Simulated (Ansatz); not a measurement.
Ideal shear of a crystal plane in HfO₂

Theory: DFT r2SCAN, scalar-relativistic, plane waves, PAW in Ansatz 0.2.0. The runs took a 500 eV cutoff, a Γ-centred 6×6×3 mesh and Gaussian smearing (0.05 eV). Spin–orbit coupling is left out, which can shift energies with elements as heavy as these. No spin polarisation. Energies are free energies at this smearing, counted from the undisturbed cell; pressure is positive in compression.

The starting cell (relaxed at this level; this fluorite-type form isn't the usual structure):

```
CELL_PARAMETERS angstrom
-2.52916 -2.52916 0.00000
2.52916 -2.52916 0.00000
0.00000 0.00000 10.11664
ATOMIC_POSITIONS crystal
Hf 0.00000 0.00000 0.43750
Hf 0.50000 0.50000 0.68750
Hf 0.00000 0.00000 0.93750
Hf 0.50000 0.50000 0.18750
O 0.50000 0.00000 0.06250
O 0.00000 0.50000 0.31250
O 0.50000 0.00000 0.56250
O 0.00000 0.50000 0.81250
O 0.50000 0.00000 0.31250
O 0.00000 0.50000 0.56250
O 0.50000 0.00000 0.81250
O 0.00000 0.50000 0.06250
```

The cut lies on the cell's a–b face, a (0 0 1) plane (indices in the standard cell, whose axes needn't be the Cartesian ones shown) of area 12.79 Å², between layers 1.26 Å apart. Vector c is tilted by f times 1·a − 1·b (length 5.058 Å) with the atoms' Cartesian places fixed: one unrelaxed fault a cell. The traction is dγ/du, the slope of γ against the slip u in Å. Some rows repeat others by symmetry and weren't run.

| f | γ (mJ/m²) | traction (GPa) |
| --- | --- | --- |
| 0.0000 | 0 | 0.0 |
| 0.0833 | 515 | 24.9 |
| 0.1667 | 2008 | 41.6 |
| 0.2500 | 3483 | 22.5 |
| 0.3333 | 3819 | -2.3 |
| 0.4167 | 3751 | 2.0 |
| 0.5000 | 3863 | 0.0 |
| 0.5833 | 3751 | -2.0 |
| 0.6667 | 3819 | 2.3 |
| 0.7500 | 3483 | -22.5 |
| 0.8333 | 2008 | -41.6 |
| 0.9167 | 515 | -24.9 |

Task: Read off the first barrier and the stress needed to climb it, and compare with Frenkel's sinusoid.

Result: The traction changes sign between f = 0.250 and 0.333, so by linear interpolation the first maximum lies at f = 0.326, a slip of 1.65 Å, with γ ≈ 3825 mJ/m², which stands in for the unstable fault energy γ_us, and the steepest sampled slope before it is 41.6 GPa. A sinusoid γ = γ_us sin²(πu/λ) with its maximum there has λ = 3.29 Å and a largest slope πγ_us/λ = 36.5 GPa (1 mJ/m² per Å = 0.01 GPa).

Task: Is there a metastable fault on this line?

Result: The samples dip to a local minimum of 3751 mJ/m² at f = 0.417. If it survives relaxation and slip across the line, it is a planar fault that lets a dislocation split into partials, more widely the lower its energy (an antiphase boundary, where the slip puts unlike atoms in each other's places).

The cut is rigid; relaxing the faces lowers these energies and usually the stresses.

Cost: 7 runs of about 12 core-minutes in all, on Intel Xeon Processor @ 2.70GHz (shared hosts).